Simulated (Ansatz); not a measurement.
Runs of Ansatz 0.2.0 on MoS2. Symmetry: P-3m1, No. 164, trigonal system. Conventional cell: a = 3.227 Å, b = 3.227 Å, c = 6.312 Å, α = 90.00°, β = 90.00°, γ = 120.00°. Around Mo (site symmetry -3m) lie 6 S at 2.42 Å. Around S (site symmetry 3m) lie 3 Mo at 2.42 Å. Measurements of this composition are mostly on another form, of space group No. 194.

```csv
task,level,potentials or basis,cell,cutoff (eV),points for each segment of the path,gap on the mesh (eV),pressure (GPa),V0 of scaled cells (Å³/atom),B0 (GPa)
equation of state,PBEsol,PseudoDojo PBEsol stringent,as given,1088,-,-,-,18.51,142
equation of state,r2SCAN+rVV10,Ansatz PAW,as given,500,-,-,-,18.83,(b)
relaxation of cell and atoms,LDA,Ansatz PAW,relaxed,420,-,none,0.0,-,-
equation of state,revPBE+D3(BJ),Ansatz PAW,as given,420,-,-,-,(a),140
band structure,BPBE,Ansatz PAW,as given,420,14,none,1.2,-,-
```

Alike in all rows: no spin polarisation; k mesh 9 × 9 × 4; smearing fermi-dirac 0.05 eV.

Q: Estimate the missing entries.

A: (a) 18.43; (b) 141.

Caveats: the cell was scaled at fixed shape and fractional positions, which overstates the stiffness of a crystal with free parameters, most of all of layers and chains (some runs); the PAW data sets come from PBE, with cores solved anew for the run's functional, which leaves a small shift of forces and pressure (some runs); this functional lacks dispersion, which binds the layers, so the pressure and a relaxed spacing across them are unreliable (some runs); the PAW data sets were made with another functional, which shifts forces and pressure a little (some runs); the plane-wave basis is chosen anew once the cell has moved, so the energies of steps on either side of that aren't comparable (some runs); the potentials were made for another functional, which shifts forces and pressure (some runs).

A k mesh can miss the band edges, and the runs leave out spin-orbit coupling on Mo.

A gap of «none» marks a metal or a gap under the smearing width.
